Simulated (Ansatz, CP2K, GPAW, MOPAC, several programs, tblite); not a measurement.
What each method gives for CaSe (NiAs type)

CaSe (NiAs type), relaxed with r2SCAN in Ansatz, was computed with several methods. It is hexagonal, P6_3/mmc (No. 194); conventional cell a = 4.132 Å, c = 7.163 Å, 26.47 Å³ an atom. Ca is surrounded by 6 Se at 2.98 Å; Se is surrounded by 6 Ca at 2.98 Å. Spin-unpolarised throughout. Whether this structure exists isn't addressed.

```cif
data_structure
_symmetry_space_group_name_H-M 'P6_3/mmc'
_symmetry_Int_Tables_number 194
_cell_length_a 4.1317
_cell_length_b 4.1317
_cell_length_c 7.1625
_cell_angle_alpha 90.000
_cell_angle_beta 90.000
_cell_angle_gamma 120.000
_cell_volume 105.89
loop_
_atom_site_label
_atom_site_type_symbol
_atom_site_symmetry_multiplicity
_atom_site_Wyckoff_symbol
_atom_site_fract_x
_atom_site_fract_y
_atom_site_fract_z
_atom_site_occupancy
Ca1 Ca 2 a 0.00000 0.00000 0.00000 1
Se1 Se 2 c 0.33333 0.66667 0.25000 1
```

Gaps and times are for a single point on this cell; volume and bulk modulus come from each method's own relaxation or energy curve at fixed shape, which is too stiff where a cell has free coordinates or axes. Times are rough, from shared hosts (Arm Neoverse V1), and each method has its own mesh and cell size. A dagger marks a closed or tiny gap in a crystal that DFT finds insulating: a failure of the method or a wrong SCF state. A double dagger marks a value from a curve with shape and coordinates held. PM7 (MOPAC): levels, charges or heat of formation failed a check of plausibility, so no values are given. The energy curve of GFN2-xTB (tblite) is jagged, so its SCF state, and with it the gap, is in doubt. PM6 (MOPAC), PM7 (MOPAC), GFN1-xTB (tblite), GFN2-xTB (tblite) treat a cluster of cells at its zone centre, which samples few k points: where these miss a band edge, the gap comes out too large for that reason alone. Gaps from k meshes are read at a limited set of points (mesh, symmetry points, PBE's band edges), so each method's own least gap may be somewhat smaller. xTB and the PM methods were fitted mostly to molecules, and can miss a solid's gap by electronvolts. Minimal bases can be far off for gaps. d marks a direct gap, i an indirect one (no mark: not told apart), a dash a value that wasn't computed or didn't pass its checks.

```json
{"method": "light PBE (260 eV and a coarse mesh)", "kind": "light plane-wave", "gap (eV)": "2.23 i", "own volume (Å³/atom)": "–", "bulk modulus (GPa)": "–", "atoms computed": "4", "processor time": "2.1 s"}
{"method": "PM7 (MOPAC)", "kind": "semi-empirical", "gap (eV)": "–", "own volume (Å³/atom)": "–", "bulk modulus (GPa)": "–", "atoms computed": "72", "processor time": "2.5 s"}
{"method": "PM6 (MOPAC)", "kind": "semi-empirical", "gap (eV)": "0.86", "own volume (Å³/atom)": "–", "bulk modulus (GPa)": "–", "atoms computed": "72", "processor time": "2.5 s"}
{"method": "GFN1-xTB (tblite)", "kind": "tight binding", "gap (eV)": "0.00†", "own volume (Å³/atom)": "–", "bulk modulus (GPa)": "–", "atoms computed": "72", "processor time": "6.7 s"}
{"method": "GFN2-xTB (tblite)", "kind": "tight binding", "gap (eV)": "2.86", "own volume (Å³/atom)": "–", "bulk modulus (GPa)": "–", "atoms computed": "72", "processor time": "8.6 s"}
{"method": "PBE/SZV (CP2K)", "kind": "small basis", "gap (eV)": "1.94 d", "own volume (Å³/atom)": "–", "bulk modulus (GPa)": "–", "atoms computed": "4", "processor time": "9.1 s"}
{"method": "PBE", "kind": "semilocal", "gap (eV)": "2.20 i", "own volume (Å³/atom)": "26.84", "bulk modulus (GPa)": "47‡", "atoms computed": "4", "processor time": "13 s"}
{"method": "PBE/DZVP (CP2K)", "kind": "small basis", "gap (eV)": "2.20 i", "own volume (Å³/atom)": "27.15‡", "bulk modulus (GPa)": "47‡", "atoms computed": "4", "processor time": "19 s"}
{"method": "r2SCAN", "kind": "semilocal", "gap (eV)": "2.68 i", "own volume (Å³/atom)": "26.47", "bulk modulus (GPa)": "51‡", "atoms computed": "4", "processor time": "34 s"}
{"method": "PBE/single zeta (GPAW)", "kind": "small basis", "gap (eV)": "2.55 i", "own volume (Å³/atom)": "–", "bulk modulus (GPa)": "–", "atoms computed": "4", "processor time": "57 s"}
```

Against r2SCAN (2.68 eV) and with closed or daggered gaps left aside, the nearest gap at the points sampled is that of PBE/single zeta (GPAW) (-0.13 eV) and the farthest that of PM6 (MOPAC) (-1.82 eV). r2SCAN is only a yardstick of convenience: semilocal gaps usually lie below measured ones, which GLLB-SC and hybrids aim to mend.

Volumes against r2SCAN's: PBE +1.4 %.

Runs without a result: GLLB-SC (GPAW) (single point).

The runs are scalar-relativistic, without spin-orbit coupling.
